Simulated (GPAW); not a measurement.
# Ru (P6_3/mmc) in GPAW: convergence with k mesh

Aim: find how far k mesh must go before the results for Ru settle, at PBE. This setting moves, with any that are tied to it; all else stays.

All numbers are computed with GPAW 26.7.0; they aren't measurements. Logs are shortened: lines on timing, memory, paths and dates and some standing lists are left out, and cuts for length are marked. The log counts tension as positive stress, the text compression.

## 1. Starting point

The structure is hexagonal, space group P6_3/mmc (No. 194). Conventional cell: a = 2.706 Å, b = 2.706 Å, c = 4.282 Å, α = 90.00°, β = 90.00°, γ = 120.00°. Ru (site symmetry -6m2) is surrounded by 12 Ru at 2.65 to 2.71 Å.

## 2. With k mesh 3 × 3 × 2

Input file run.py:

```python
import numpy as np
from ase import Atoms
from ase.units import Bohr, Ha
from gpaw import GPAW, PW
from gpaw.hybrids.energy import non_self_consistent_energy
from gpaw.xc.rpa import RPACorrelation

atoms = Atoms(['Ru', 'Ru'],
              cell=[[2.7058, 0.0, 0.0],
                    [-1.3529, 2.3432915376, 0.0],
                    [0.0, 0.0, 4.2819]],
              scaled_positions=[[0.6666666667, 0.3333333333, 0.75],
                                [0.3333333333, 0.6666666667, 0.25]],
              pbc=True)

for x in [1.0]:
    ecuts = np.array([76.8, 96.0, 120])
    a = atoms.copy()
    a.set_cell(atoms.cell * x**(1 / 3), scale_atoms=True)
    calc = GPAW(mode=PW(450),
                xc='PBE',
                kpts={'size': (3, 3, 2), 'gamma': True},
                occupations={'name': 'fermi-dirac', 'width': 0.05},
                nbands=29,
                convergence={'density': 1e-06},
                maxiter=150,
                txt=f'gs-{x:.2f}.txt')
    a.calc = calc
    dft = a.get_potential_energy(force_consistent=True)
    calc.write(f'gs-{x:.2f}.gpw')
    exx = non_self_consistent_energy(calc, 'EXX').sum()
    calc.diagonalize_full_hamiltonian(nbands=int(a.get_volume() / Bohr**3 * (ecuts[-1] / Ha)**1.5 * 2**0.5 / 3 / np.pi**2 * 1.15) + 30)
    calc.write(f'full-{x:.2f}.gpw', mode='all')
    ec = RPACorrelation(f'full-{x:.2f}.gpw', ecut=ecuts, nfrequencies=16, skip_gamma=True, frequency_scale=2.5, txt=f'rpa-{x:.2f}.txt').calculate()
    slope, ec_inf = np.polyfit(ecuts**-1.5, ec, 1)
    print(f'V = {a.get_volume():.4f} A^3: DFT {dft:.5f}, EXX {exx:.5f}, correlation', *ec.round(5), f'extrapolated {ec_inf:.5f}, total {exx + ec_inf:.5f} eV', flush=True)
```

Potentials or basis: GPAW PAW data sets (gpaw-data 1.2.1), pw.

Run with:

```console
OMP_NUM_THREADS=1 python run.py
```

Log:

```text
Using integrator: PointIntegrator
FrequencyDescriptor(from 0.000+0.000j to 0.000+800.000j eV, 16 points)
Nonperiodic BCs:  [False False False]
Using integrator: PointIntegrator
FrequencyDescriptor(from 0.000+0.000j to 0.000+800.000j eV, 16 points)
Nonperiodic BCs:  [False False False]
Integrating chi0 body.

Symmetries of q_c:
    Direct symmetries (Uq -> q): 12
    Indirect symmetries (TUq -> q): 0
In total 12 allowed symmetries.

  ( 1  1  0)  ( 1  1  0)  ( 1  0  0)  ( 1  0  0)  ( 0  1  0)  ( 0  1  0)
  ( 0 -1  0)  (-1  0  0)  ( 0  1  0)  (-1 -1  0)  ( 1  0  0)  (-1 -1  0)
  ( 0  0  1)  ( 0  0 -1)  ( 0  0  1)  ( 0  0 -1)  ( 0  0 -1)  ( 0  0  1)

  ( 0 -1  0)  ( 0 -1  0)  (-1  0  0)  (-1  0  0)  (-1 -1  0)  (-1 -1  0)
  ( 1  1  0)  (-1  0  0)  ( 1  1  0)  ( 0 -1  0)  ( 1  0  0)  ( 0  1  0)
  ( 0  0 -1)  ( 0  0  1)  ( 0  0  1)  ( 0  0 -1)  ( 0  0  1)  ( 0  0 -1)

6 groups of equivalent kpoints. 66.66666666666667% reduction.

Integral kind: hermitian response function
Integrating chi0 body.

Symmetries of q_c:
    Direct symmetries (Uq -> q): 12
    Indirect symmetries (TUq -> q): 0
In total 12 allowed symmetries.

  ( 1  1  0)  ( 1  1  0)  ( 1  0  0)  ( 1  0  0)  ( 0  1  0)  ( 0  1  0)
  ( 0 -1  0)  (-1  0  0)  ( 0  1  0)  (-1 -1  0)  ( 1  0  0)  (-1 -1  0)
  ( 0  0  1)  ( 0  0 -1)  ( 0  0  1)  ( 0  0 -1)  ( 0  0 -1)  ( 0  0  1)

  ( 0 -1  0)  ( 0 -1  0)  (-1  0  0)  (-1  0  0)  (-1 -1  0)  (-1 -1  0)
  ( 1  1  0)  (-1  0  0)  ( 1  1  0)  ( 0 -1  0)  ( 1  0  0)  ( 0  1  0)
  ( 0  0 -1)  ( 0  0  1)  ( 0  0  1)  ( 0  0 -1)  ( 0  0  1)  ( 0  0 -1)

6 groups of equivalent kpoints. 66.66666666666667% reduction.

Integral kind: hermitian response function
Integrating chi0 body.

Symmetries of q_c:
    Direct symmetries (Uq -> q): 12
    Indirect symmetries (TUq -> q): 0
In total 12 allowed symmetries.

  ( 1  1  0)  ( 1  1  0)  ( 1  0  0)  ( 1  0  0)  ( 0  1  0)  ( 0  1  0)
  ( 0 -1  0)  (-1  0  0)  ( 0  1  0)  (-1 -1  0)  ( 1  0  0)  (-1 -1  0)
  ( 0  0  1)  ( 0  0 -1)  ( 0  0  1)  ( 0  0 -1)  ( 0  0 -1)  ( 0  0  1)

  ( 0 -1  0)  ( 0 -1  0)  (-1  0  0)  (-1  0  0)  (-1 -1  0)  (-1 -1  0)
  ( 1  1  0)  (-1  0  0)  ( 1  1  0)  ( 0 -1  0)  ( 1  0  0)  ( 0  1  0)
  ( 0  0 -1)  ( 0  0  1)  ( 0  0  1)  ( 0  0 -1)  ( 0  0  1)  ( 0  0 -1)

6 groups of equivalent kpoints. 66.66666666666667% reduction.

Integral kind: hermitian response function
Integrating chi0 body.

Symmetries of q_c:
    Direct symmetries (Uq -> q): 2
    Indirect symmetries (TUq -> q): 0
In total 2 allowed symmetries.

  ( 1  1  0)  ( 1  0  0)
  ( 0 -1  0)  ( 0  1  0)
  ( 0  0  1)  ( 0  0  1)

12 groups of equivalent kpoints. 33.333333333333336% reduction.

Integral kind: hermitian response function
Integrating chi0 body.

Symmetries of q_c:
    Direct symmetries (Uq -> q): 2
    Indirect symmetries (TUq -> q): 0
In total 2 allowed symmetries.

  ( 1  1  0)  ( 1  0  0)
  ( 0 -1  0)  ( 0  1  0)
  ( 0  0  1)  ( 0  0  1)

12 groups of equivalent kpoints. 33.333333333333336% reduction.

Integral kind: hermitian response function
Integrating chi0 body.

Symmetries of q_c:
    Direct symmetries (Uq -> q): 2
    Indirect symmetries (TUq -> q): 0
In total 2 allowed symmetries.

  ( 1  1  0)  ( 1  0  0)
  ( 0 -1  0)  ( 0  1  0)
  ( 0  0  1)  ( 0  0  1)

12 groups of equivalent kpoints. 33.333333333333336% reduction.

Integral kind: hermitian response function
Integrating chi0 body.

Symmetries of q_c:
    Direct symmetries (Uq -> q): 2
    Indirect symmetries (TUq -> q): 0
In total 2 allowed symmetries.

  ( 1  1  0)  ( 1  0  0)
  ( 0 -1  0)  ( 0  1  0)
  ( 0  0  1)  ( 0  0  1)

12 groups of equivalent kpoints. 33.333333333333336% reduction.

Integral kind: hermitian response function
Integrating chi0 body.

Symmetries of q_c:
    Direct symmetries (Uq -> q): 2
    Indirect symmetries (TUq -> q): 0
In total 2 allowed symmetries.

  ( 1  1  0)  ( 1  0  0)
  ( 0 -1  0)  ( 0  1  0)
  ( 0  0  1)  ( 0  0  1)
[... 53 lines left out ...]
  ( 1  0  0)  ( 1  0  0)  ( 0  1  0)  ( 0  1  0)  (-1 -1  0)  (-1 -1  0)
  ( 0  1  0)  (-1 -1  0)  ( 1  0  0)  (-1 -1  0)  ( 1  0  0)  ( 0  1  0)
  ( 0  0  1)  ( 0  0 -1)  ( 0  0 -1)  ( 0  0  1)  ( 0  0  1)  ( 0  0 -1)

8 groups of equivalent kpoints. 55.55555555555556% reduction.

Integral kind: hermitian response function
Integrating chi0 body.

Symmetries of q_c:
    Direct symmetries (Uq -> q): 6
    Indirect symmetries (TUq -> q): 0
In total 6 allowed symmetries.

  ( 1  0  0)  ( 1  0  0)  ( 0  1  0)  ( 0  1  0)  (-1 -1  0)  (-1 -1  0)
  ( 0  1  0)  (-1 -1  0)  ( 1  0  0)  (-1 -1  0)  ( 1  0  0)  ( 0  1  0)
  ( 0  0  1)  ( 0  0 -1)  ( 0  0 -1)  ( 0  0  1)  ( 0  0  1)  ( 0  0 -1)

8 groups of equivalent kpoints. 55.55555555555556% reduction.

Integral kind: hermitian response function
Integrating chi0 body.

Symmetries of q_c:
    Direct symmetries (Uq -> q): 6
    Indirect symmetries (TUq -> q): 0
In total 6 allowed symmetries.

  ( 1  0  0)  ( 1  0  0)  ( 0  1  0)  ( 0  1  0)  (-1 -1  0)  (-1 -1  0)
  ( 0  1  0)  (-1 -1  0)  ( 1  0  0)  (-1 -1  0)  ( 1  0  0)  ( 0  1  0)
  ( 0  0  1)  ( 0  0 -1)  ( 0  0 -1)  ( 0  0  1)  ( 0  0  1)  ( 0  0 -1)

8 groups of equivalent kpoints. 55.55555555555556% reduction.

Integral kind: hermitian response function
Integrating chi0 body.

Symmetries of q_c:
    Direct symmetries (Uq -> q): 6
    Indirect symmetries (TUq -> q): 0
In total 6 allowed symmetries.

  ( 1  0  0)  ( 1  0  0)  ( 0  1  0)  ( 0  1  0)  (-1 -1  0)  (-1 -1  0)
  ( 0  1  0)  (-1 -1  0)  ( 1  0  0)  (-1 -1  0)  ( 1  0  0)  ( 0  1  0)
  ( 0  0  1)  ( 0  0 -1)  ( 0  0 -1)  ( 0  0  1)  ( 0  0  1)  ( 0  0 -1)

8 groups of equivalent kpoints. 55.55555555555556% reduction.

Integral kind: hermitian response function
```

stdout:

```text
IBZ(<points: 6, symmetries: 12>)
Occupied bands: 20
DFT energy: -17.948363304934357 eV
minus DFT-XC energy: 11.431318831634014 eV
Core-core contribution:          -6487.795
Valence-core contribution:        -172.921
Valence-valence contribution:     -488.660
V = 27.1493 A^3: DFT -17.95810, EXX 101.43817, correlation -26.0387 -29.67146 -32.18047 extrapolated -38.65062, total 62.78754 eV
```

rpa-1.00.txt:

```text
Non-self-consistent RPA correlation energy

Atoms                          : Ru2
Ground state XC functional     : PBE
Valence electrons              : 32
Number of bands                : 123
Number of spins                : 1
Number of k-points             : 18
Number of irreducible k-points : 6
Number of irreducible q-points : 6

    q: [0.0000 0.0000 0.0000] - weight: 0.056
    q: [0.0000 0.0000 0.5000] - weight: 0.056
    q: [0.3333 0.0000 0.0000] - weight: 0.333
    q: [0.3333 0.0000 0.5000] - weight: 0.333
    q: [0.3333 0.3333 0.0000] - weight: 0.111
    q: [0.3333 0.3333 0.5000] - weight: 0.111

Analytical coupling constant integration

Frequencies
    Gauss-Legendre integration with 16 frequency points
    Transformed from [0,oo] to [0,1] using e^[-aw^(1/B)]
    Highest frequency point at 800.0 eV and B=2.5

    G-vector decomposition        : 1

Response function bands : Equal to number of plane waves
Plane wave cutoffs (eV) : 76.800 96.000 120.000
No Coulomb truncation

Not calculating E_c(q) at Gamma
# 1
q = [0.000 0.000 0.500]
E_cut = 76 eV / Bands = 30:
E_c(q) = -40.276 eV
E_cut = 96 eV / Bands = 54:
E_c(q) = -47.730 eV
E_cut = 120 eV / Bands = 80:
E_c(q) = -51.328 eV
[... 28 lines left out ...]
# 5
q = [0.333 0.333 0.500]
E_cut = 76 eV / Bands = 42:
E_c(q) = -22.910 eV
E_cut = 96 eV / Bands = 60:
E_c(q) = -27.024 eV
E_cut = 120 eV / Bands = 78:
E_c(q) = -29.156 eV

==========================================================

Total correlation energy:
    77:   -26.0387 eV
    96:   -29.6715 eV
   120:   -32.1805 eV

Extrapolated energies:
    77 -  96:  -38.809 eV
    96 - 120:  -38.492 eV
```

It took 24 s on 1 thread of Arm Neoverse V1, shared host; peak memory 0.2 GiB.

What came out:

* Free energy: -17.9581 eV
* Band gap on the k mesh, mean-field level: none (metal or under the smearing width)

## 3. With k mesh 4 × 4 × 2

Edit run.py of step 2 so:

```diff
@@ -21,3 +21,3 @@
                 xc='PBE',
-                kpts={'size': (3, 3, 2), 'gamma': True},
+                kpts={'size': (4, 4, 2), 'gamma': True},
                 occupations={'name': 'fermi-dirac', 'width': 0.05},
```

Potentials or basis: GPAW PAW data sets (gpaw-data 1.2.1), pw.

Run with:

```console
OMP_NUM_THREADS=1 python run.py
```

Run time: 50 s. Hardware: 1 thread of Arm Neoverse V1, shared host; peak memory 0.21 GiB.

Results:

- Free energy: -19.2425 eV
- Band gap on the k mesh, mean-field level: none (metal or under the smearing width)

## 4. With k mesh 4 × 4 × 3

Edit run.py of step 3 so:

```diff
@@ -21,3 +21,3 @@
                 xc='PBE',
-                kpts={'size': (4, 4, 2), 'gamma': True},
+                kpts={'size': (4, 4, 3), 'gamma': True},
                 occupations={'name': 'fermi-dirac', 'width': 0.05},
```

Run with:

```console
OMP_NUM_THREADS=1 python run.py
```

Run time: 77 s. Hardware: 1 thread of Arm Neoverse V1, shared host; peak memory 0.2 GiB.

What came out:

```yaml
Free_energy: -18.9421 eV
Band_gap_on_the_k_mesh_mean-field_level: none (metal or under the smearing width)
```

## 5. With k mesh 5 × 5 × 3

Edit run.py of step 4 so:

```diff
@@ -21,3 +21,3 @@
                 xc='PBE',
-                kpts={'size': (4, 4, 3), 'gamma': True},
+                kpts={'size': (5, 5, 3), 'gamma': True},
                 occupations={'name': 'fermi-dirac', 'width': 0.05},
```

Run with:

```console
OMP_NUM_THREADS=1 python run.py
```

Wall time 2.6 min (1 thread of Arm Neoverse V1, shared host); peak memory 0.23 GiB.

What came out:

* Free energy: -18.8877 eV
* Band gap on the k mesh, mean-field level: none (metal or under the smearing width)

## 6. With k mesh 6 × 6 × 3

Edit run.py of step 5 so:

```diff
@@ -21,3 +21,3 @@
                 xc='PBE',
-                kpts={'size': (5, 5, 3), 'gamma': True},
+                kpts={'size': (6, 6, 3), 'gamma': True},
                 occupations={'name': 'fermi-dirac', 'width': 0.05},
```

Potentials or basis: GPAW PAW data sets (gpaw-data 1.2.1), pw.

Run with:

```console
OMP_NUM_THREADS=1 python run.py
```

Run time: 5.2 min. Hardware: 1 thread of Arm Neoverse V1, shared host; peak memory 0.28 GiB.

What came out:

* Free energy: -18.7886 eV
* Band gap on the k mesh, mean-field level: none (metal or under the smearing width)

## 7. With k mesh 7 × 7 × 4

Edit run.py of step 6 so:

```diff
@@ -21,3 +21,3 @@
                 xc='PBE',
-                kpts={'size': (6, 6, 3), 'gamma': True},
+                kpts={'size': (7, 7, 4), 'gamma': True},
                 occupations={'name': 'fermi-dirac', 'width': 0.05},
```

Run with:

```console
OMP_NUM_THREADS=1 python run.py
```

Wall time 18 min (1 thread of Arm Neoverse V1, shared host); peak memory 0.44 GiB.

Results:

| Quantity | Value |
| --- | --- |
| Free energy | -18.8088 eV |
| Band gap on the k mesh, mean-field level | none (metal or under the smearing width) |

## 8. Summary

| k mesh | energy less the tightest run, at zero smearing (meV/atom) | CPU time (s) | peak memory (GiB) |
| --- | --- | --- | --- |
| 3 × 3 × 2 | 423.24 | 24 | 0.2 |
| 4 × 4 × 2 | -220.77 | 49 | 0.21 |
| 4 × 4 × 3 | -68.00 | 77 | 0.2 |
| 5 × 5 × 3 | -42.43 | 160 | 0.23 |
| 6 × 6 × 3 | 5.77 | 310 | 0.28 |
| 7 × 7 × 4 | 0.00 | 1100 | 0.44 |

Not settled before the last step: the energy (to 1 meV/atom). Meshes of other sizes hit other points, so gaps and Fermi surfaces needn't settle smoothly. The tightest run that finished is the yardstick and may itself not be fully converged.

Caveats: all runs use coarse meshes; the response cutoff is short for absolute correlation energies; RPA of a metal hangs on this mesh.
